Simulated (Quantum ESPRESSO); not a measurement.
Crystal: Li2S.

```
S Li
1.0
     0.00000    2.84450    2.84450
     2.84450    0.00000    2.84450
     2.84450    2.84450    0.00000
S Li
1 2
Direct
  0.00000 0.00000 0.00000
  0.75000 0.75000 0.75000
  0.25000 0.25000 0.25000
```

Base run:

```yaml
Program: Quantum ESPRESSO 7.5
Functional: PBE
Potentials_or_basis: SG15 PBE 1.2
Cutoff: 952 eV
Density_cutoff: 3810 eV
k_mesh: 6 × 6 × 6
Occupations: fermi-dirac, width 0.05 eV
Spin: no spin polarisation
```

Its results: band gap on the k mesh 3.40 eV, indirect (least direct gap 4.28 eV); pressure 0.4 GPa.

Task: The run is repeated on the same cell with these changes: functional from PBE to r2SCAN. What comes out?

Result: Band gap on the k mesh 3.88 eV, indirect (least direct gap 4.90 eV); pressure 0.4 GPa.

r2SCAN gives the wider gap, since meta-GGAs in the generalised Kohn-Sham scheme recover part of the derivative discontinuity.

Caveats: the potentials were made for another functional, which shifts forces and pressure (some runs).

Not every run made on this cell is shown here.
